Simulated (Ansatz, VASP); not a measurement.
# Two plane-wave programs on BaTe

The input POSCAR:

```
BaTe
1.0
    0.0000000000      3.6768614560      3.5323868345
    3.6768614560      0.0000000000      3.5323868345
    3.6768614560      3.6768614560      0.0000000000
Ba Te
1 1
Direct
    0.0000000000      0.0000000000      0.0000000000
    0.5000000000      0.5000000000      0.5000000000
```

Contents of INCAR.step1:

```
PREC = Accurate
ENCUT = 520
ISMEAR = 0
SIGMA = 0.01
LREAL = False
LASPH = True
NELM = 100
NBANDS = 15
GGA = PE
ALGO = Normal
EDIFF = 1E-4
LWAVE = True
LCHARG = False
```

INCAR.step2

```
PREC = Accurate
ENCUT = 520
EDIFF = 1E-6
ISMEAR = 0
SIGMA = 0.01
LREAL = False
LASPH = True
NELM = 100
ALGO = Normal
ISIF = 2
LWAVE = False
LCHARG = False
METAGGA = R2SCAN
LMIXTAU = True
NBANDS = 15
ISTART = 1
```

File KPOINTS:

```
regular mesh
0
Gamma
  6 6 6
```

Input for Ansatz:

```yaml
crystal:
  lattice:
    - [0.0, 3.676861456, 3.5323868345]
    - [3.676861456, 0.0, 3.5323868345]
    - [3.676861456, 3.676861456, 0.0]
  atoms:
    - { symbol: Ba, position: [0.0, 0.0, 0.0] }
    - { symbol: Te, position: [0.5, 0.5, 0.5] }
kpoints:
  mp_grid: { grid: [6, 6, 6] }
  band_path:
    path:
      - [0.0, 0.0, 0.0]
      - [0.5, 0.0, 0.5]
      - [0.625, 0.25, 0.625]
      - [0.375, 0.375, 0.75]
      - [0.5, 0.5, 0.5]
      - [0.5, 0.25, 0.75]
    npoints: 1
hamiltonian:
  xc: r2scan
scf:
  occupations: { method: fixed }
  n_extra_bands: 4
output:
  forces: true
  stress: true
  eigenvalues: true
```

Change from the starting cell: biaxial_xy strain +4.1%.

Alike in both runs: task single point; functional r2SCAN; k mesh 6 × 6 × 6; no spin polarisation.

|  | VASP | Ansatz |
| --- | --- | --- |
| version | VASP 6.6.1 | Ansatz 0.2.0 |
| potentials or method | VASP PAW PBE potentials, release 64 (Ba_sv, Te) | plane waves, PAW |
| plane-wave cutoff (eV) | 520 | 500 |
| occupations | gaussian, width 0.01 eV | fixed |
| valence electrons in the cell | 16 | 26 |

|  | VASP | Ansatz | Ansatz less VASP |
| --- | --- | --- | --- |
| gap on the k mesh at the Fermi level (eV) | 2.02 | 2.08 | +0.064 |
| pressure (GPa) | -1.7 | -2.0 | -0.24 |
| largest component of the traceless stress (GPa) | 1.27 | 1.19 | -0.081 |

The two sets of potentials don't hold the same shells in valence.

Caveats: the PAW data sets were made with another functional, which shifts forces and pressure a little (VASP); spin-orbit coupling is left out, which moves the levels of the heavy elements. A k mesh can miss the band edges.
